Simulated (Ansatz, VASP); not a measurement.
Two plane-wave programs on Rb

Contents of INCAR:

```
  ALGO = Fast
  EDIFF = 1E-6
  ENCUT = 520
  GGA = PS
  ISIF = 2
  ISMEAR = 0
  LASPH = T
  LCHARG = F
  LREAL = F
  LWAVE = F
  NBANDS = 10
  NELM = 80
  PREC = Accurate
  SIGMA = 0.1
```

File KPOINTS:

```
k-points
0
Gamma
  10 10 10
```

POSCAR

```
Rb
1.0
   -2.8025000000      2.8025000000      2.8025000000
    2.8025000000     -2.8025000000      2.8025000000
    2.8025000000      2.8025000000     -2.8025000000
Rb
1
Direct
    0.0000000000      0.0000000000      0.0000000000
```

Input for Ansatz:

```yaml
crystal:
  lattice:
    - [-2.8025, 2.8025, 2.8025]
    - [2.8025, -2.8025, 2.8025]
    - [2.8025, 2.8025, -2.8025]
  atoms:
    - { symbol: Rb, position: [0.0, 0.0, 0.0] }
basis:
  ecutwfc: 420
kpoints:
  mp_grid: { grid: [10, 10, 10] }
hamiltonian:
  xc: pbesol
scf:
  occupations: { method: gaussian, width: 0.1 }
output:
  forces: true
  stress: true
  eigenvalues: true
  populations: true
```

Alike in both runs: task single point; functional PBEsol; k mesh 10 × 10 × 10; occupations gaussian, width 0.1 eV; no spin polarisation.

```csv
,VASP,Ansatz
version,VASP 6.6.1,Ansatz 0.2.0
potentials or method,"VASP PAW PBE potentials, release 64 (Rb_sv)","scalar-relativistic, plane waves, PAW"
plane-wave cutoff (eV),520,420
valence electrons in the cell,9,9
```

```tsv
	VASP	Ansatz	Ansatz less VASP
gap on the k mesh at the Fermi level (eV)	none	none	-
pressure (GPa)	0.0	0.0	0.00
```

A gap of «none» marks a metal or a gap that the smearing closes.

Caveats: the PAW data sets were made with another functional, which shifts forces and pressure a little (VASP).
